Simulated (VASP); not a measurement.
## FeO under changes of volume

One of the cells (9.836 Å³/atom); the others are scaled copies at fixed shape and fractional positions:

```
Fe O
1.0
     1.50750    0.87035    2.49891
    -1.50750    0.87035    2.49891
     0.00000   -1.74071    2.49891
Fe O
1 1
Direct
  0.00000 0.00000 0.00000
  0.50000 0.50000 0.50000
```

| Quantity | Value |
| --- | --- |
| Program | VASP 6.6.1 |
| Functional | r2SCAN |
| Potentials or basis | VASP PAW PBE potentials, release 64 (Fe, O) |
| Cutoff | 520 eV |
| k mesh | 11 × 11 × 11 |
| Occupations | fermi-dirac, width 0.05 eV |
| Spin | collinear spin, ferromagnetic start |
| Starting moments | [3.0, 0.0] μB |

```tsv
volume (Å³/atom)	energy over the lowest point (meV/atom)	pressure (GPa)
9.435	5.25	6.5
9.635	0.00	1.7
9.836	?	?
10.238	16.18	-9.9
10.438	30.39	-13.0
```

Task: What does the run at 9.836 Å³/atom give?

Result: Energy over the lowest point 0.47 meV/atom; pressure -2.6 GPa.

Worked out: A Birch-Murnaghan fit of order 2 (a polynomial in V^(-2/3)) to the other rows has its minimum at 9.72 Å³/atom with B0 = V·E''(V) = 209 GPa at fixed shape and positions, which overstates the stiffness. It gives 0.45 meV/atom at 9.836 Å³/atom, against the run's 0.47, and -dE/dV = -2.4 GPa, against -2.6.

Energies are extrapolated to zero smearing.

Caveats: the PAW data sets were made with another functional, which shifts forces and pressure a little; a cell with one magnetic atom can't hold antiferromagnetic order, which such compounds often take.
